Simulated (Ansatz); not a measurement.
# Ta: properties at the relaxed cell

Aim: for Ta, relax it again with other functionals.

Method: DFT PBE, scalar-relativistic, plane waves, PAW, in Ansatz 0.2.0.

### 1 The structure to begin with

The structure is tetragonal, space group P4_2/mnm (No. 136). Conventional cell: a = 10.246 Å, b = 10.246 Å, c = 5.335 Å, α = 90.00°, β = 90.00°, γ = 90.00°. Ta (site symmetry m) has 6 Ta at 2.73 to 2.92 Å as nearest neighbours. Ta (site symmetry m) is surrounded by 12 Ta at 2.76 to 3.13 Å. Around Ta (site symmetry m) lie 7 Ta at 2.66 to 2.99 Å. Ta (site symmetry m2m) is surrounded by 9 Ta at 2.82 to 3.13 Å. Ta (site symmetry mmm) has 12 Ta at 2.76 to 3.07 Å as nearest neighbours.

Structure file:

```xyz
30
Lattice="10.2465 0.0000 0.0000 0.0000 10.2465 0.0000 0.0000 0.0000 5.3354" Properties=species:S:1:pos:R:3 pbc="T T T"
Ta    4.7683    8.9279    0.0000
Ta    7.7968    4.4349    2.6677
Ta    8.3881    1.8583    3.9979
Ta    6.4418    9.8915    2.6677
Ta    3.8047    0.3549    2.6677
Ta    4.0485    6.1980    0.0000
Ta    3.2649    3.2649    4.0052
Ta    6.9816    6.9816    1.3302
Ta    2.4497    5.8115    2.6677
Ta    4.4349    7.7968    2.6677
Ta    9.1717    9.1717    2.6677
Ta    0.0000    0.0000    0.0000
Ta    0.3549    3.8047    2.6677
Ta    0.6883    2.6735    0.0000
Ta    5.4782    1.3185    0.0000
Ta    1.0747    1.0747    2.6677
Ta    8.3881    1.8583    1.3375
Ta    1.8583    8.3881    1.3375
Ta    5.1232    5.1232    2.6677
Ta    3.2649    3.2649    1.3302
Ta    1.8583    8.3881    3.9979
Ta    9.5581    7.5729    0.0000
Ta    6.9816    6.9816    4.0052
Ta    2.6735    0.6883    0.0000
Ta    8.9279    4.7683    0.0000
Ta    5.8115    2.4497    2.6677
Ta    1.3185    5.4782    0.0000
Ta    9.8915    6.4418    2.6677
Ta    7.5729    9.5581    0.0000
Ta    6.1980    4.0485    0.0000
```

It goes back to an entry of the Materials Project.

This cell was relaxed beforehand with the same method: volume 18.67 Å³/atom, gap on the mesh none (metal).

### 2 Relaxing with PBEsol

Input file input.yaml:

```yaml
crystal:
  lattice:
    - [10.2464600988, 0.0, 0.0]
    - [0.0, 10.2464600988, 0.0]
    - [0.0, 0.0, 5.3354205519]
  atoms:
    - { symbol: Ta, position: [0.4653605524, 0.8713172958, 0.0] }
    - { symbol: Ta, position: [0.76092262, 0.4328238379, 0.5] }
    - { symbol: Ta, position: [0.8186367413, 0.1813632587, 0.7493206053] }
    - { symbol: Ta, position: [0.6286827042, 0.9653605524, 0.5] }
    - { symbol: Ta, position: [0.3713172958, 0.0346394476, 0.5] }
    - { symbol: Ta, position: [0.3951114213, 0.6048885787, 0.0] }
    - { symbol: Ta, position: [0.3186367413, 0.3186367413, 0.7506793947] }
    - { symbol: Ta, position: [0.6813632587, 0.6813632587, 0.2493206053] }
    - { symbol: Ta, position: [0.23907738, 0.5671761621, 0.5] }
    - { symbol: Ta, position: [0.4328238379, 0.76092262, 0.5] }
    - { symbol: Ta, position: [0.8951114213, 0.8951114213, 0.5] }
    - { symbol: Ta, position: [0.0, 0.0, 0.0] }
    - { symbol: Ta, position: [0.0346394476, 0.3713172958, 0.5] }
    - { symbol: Ta, position: [0.0671761621, 0.26092262, 0.0] }
    - { symbol: Ta, position: [0.5346394476, 0.1286827042, 0.0] }
    - { symbol: Ta, position: [0.1048885787, 0.1048885787, 0.5] }
    - { symbol: Ta, position: [0.8186367413, 0.1813632587, 0.2506793947] }
    - { symbol: Ta, position: [0.1813632587, 0.8186367413, 0.2506793947] }
    - { symbol: Ta, position: [0.5, 0.5, 0.5] }
    - { symbol: Ta, position: [0.3186367413, 0.3186367413, 0.2493206053] }
    - { symbol: Ta, position: [0.1813632587, 0.8186367413, 0.7493206053] }
    - { symbol: Ta, position: [0.9328238379, 0.73907738, 0.0] }
    - { symbol: Ta, position: [0.6813632587, 0.6813632587, 0.7506793947] }
    - { symbol: Ta, position: [0.26092262, 0.0671761621, 0.0] }
    - { symbol: Ta, position: [0.8713172958, 0.4653605524, 0.0] }
    - { symbol: Ta, position: [0.5671761621, 0.23907738, 0.5] }
    - { symbol: Ta, position: [0.1286827042, 0.5346394476, 0.0] }
    - { symbol: Ta, position: [0.9653605524, 0.6286827042, 0.5] }
    - { symbol: Ta, position: [0.73907738, 0.9328238379, 0.0] }
    - { symbol: Ta, position: [0.6048885787, 0.3951114213, 0.0] }
basis:
  ecutwfc: 420
kpoints:
  mp_grid: { grid: [4, 4, 8] }
hamiltonian:
  xc: pbesol
scf:
  occupations: { method: gaussian, width: 0.1 }
output:
  forces: true
  stress: true
  eigenvalues: true
relax:
  adjacent_minimum: "off"
  f_tol: 0.005
  max_steps: 50
  cell: { stress_tol: 0.05 }
```

Run with:

```bash
ansatz run input.yaml --threads 8 --pin off --max-ram 22528MiB --backend cpu --events-out ev --progress --plain --runs-dir out
```

### 3 The cell under PBE+D3(BJ)

Edit input.yaml of step 2 so:

```diff
@@ -41,3 +41,4 @@
 hamiltonian:
-  xc: pbesol
+  xc: pbe
+  dispersion: d3bj
 scf:
```

### 4 The cell under LDA

Edit input.yaml of step 3 so:

```diff
@@ -41,4 +41,3 @@
 hamiltonian:
-  xc: pbe
-  dispersion: d3bj
+  xc: lda
 scf:
```

### 5 The cell under r2SCAN

Edit input.yaml of step 4 so:

```diff
@@ -37,3 +37,3 @@
 basis:
-  ecutwfc: 420
+  ecutwfc: 500
 kpoints:
@@ -41,3 +41,3 @@
 hamiltonian:
-  xc: lda
+  xc: r2scan
 scf:
```

(Steps that only read results are left out.)

What does the calculation give?

The runs gave:

The volumes rise in the order LDA, PBEsol, PBE+D3(BJ), r2SCAN, PBE, over 6.0 %. The runs treat Ta without spin-orbit coupling.
